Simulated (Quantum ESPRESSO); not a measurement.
ZnSe (Stilleite) in Quantum ESPRESSO: the effect of target pressure

ZnSe (Stilleite):

```
Se Zn
1.0
     0.00000    2.83380    2.83380
     2.83380    0.00000    2.83380
     2.83380    2.83380    0.00000
Se Zn
1 1
Direct
  0.75000 0.75000 0.75000
  0.00000 0.00000 0.00000
```

Alike in all runs:

| Property | Result |
| --- | --- |
| Program | Quantum ESPRESSO 7.5 |
| Task | phonons |
| Functional | PBE |
| Potentials or basis | Ansatz NC SR PBE |
| Cutoff | 1170 eV |
| Density cutoff | 4680 eV |
| k mesh | 4 × 4 × 4, shifted |
| Occupations | fermi-dirac, width 0.05 eV |
| Spin | no spin polarisation |

Each run relaxes the cell or the atoms first.

```tsv
target pressure	relaxed volume (Å³/atom)	dielectric constant (mean)	highest phonon frequency (cm⁻¹)
0 GPa	23.54	7.44	195
5 GPa	21.86	7.28	222
10 GPa	?	?	?
20 GPa	18.98	7.17	277
40 GPa	16.90	7.26	329
```

Task: What does the run with target pressure 10 GPa give?

Result: Relaxed volume 20.66 Å³/atom; dielectric constant 7.20 mean; highest phonon frequency 243 cm⁻¹.

Worked out: In Murnaghan's law V^(-B') rises as a straight line in P. The other rows fit best with B' = 3.9, V0 = 23.53 Å³/atom and B0 = 59 GPa, which gives 20.67 Å³/atom at 10 GPa, against the run's 20.66. A parabola through the other rows of the dielectric constant, of slope -0.0131  per GPa there, gives 7.24 , against the run's 7.20. A parabola through the other rows of the highest phonon frequency, of slope 4.08 cm⁻¹ per GPa there, gives 241 cm⁻¹, against the run's 243.

Caveats: the cell is more than 3 GPa from zero pressure, which shifts response properties (some runs); the volume moved by over 15 % at a fixed basis, so the end points are rough (some runs).
